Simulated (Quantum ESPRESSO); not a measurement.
# Ba in Quantum ESPRESSO: the effect of functional

The system is Ba.

```
CELL_PARAMETERS angstrom
-2.50650 2.50650 2.50650
2.50650 -2.50650 2.50650
2.50650 2.50650 -2.50650
ATOMIC_POSITIONS crystal
Ba 0.00000 0.00000 0.00000
```

Alike in all runs:

```yaml
Program: Quantum ESPRESSO 7.5
Task: phonons
Cutoff: 599 eV
Density_cutoff: 2395 eV
k_mesh: 8 × 8 × 8
Occupations: cold, width 0.2 eV
Spin: no spin polarisation
```

Each run relaxes the cell or the atoms first.

Question: One run gave: relaxed volume 54.41 Å³/atom. Which functional did it use?
A. LDA
B. PBE
C. vdW-DF-cx
D. WC
E. revPBE

Answer: A.

| functional | potentials or basis | relaxed volume (Å³/atom) |
| --- | --- | --- |
| LDA | PseudoDojo 0.4.1 SR LDA standard | 54.41 |
| PBE | PseudoDojo 0.4.1 SR PBE standard | 63.39 |
| PBEsol | PseudoDojo 0.4.1 SR PBEsol standard | 58.57 |
| PW91 | PseudoDojo 0.4.1 SR PBE standard | 62.51 |
| revPBE | PseudoDojo 0.4.1 SR PBE standard | 66.99 |
| WC | PseudoDojo 0.4.1 SR PBE standard | 58.09 |
| vdW-DF-cx | PseudoDojo 0.4.1 SR PBE standard | 58.04 |

Caveats: this release of the barium file is off; the potentials were made for another functional, which shifts forces and pressure (some runs).
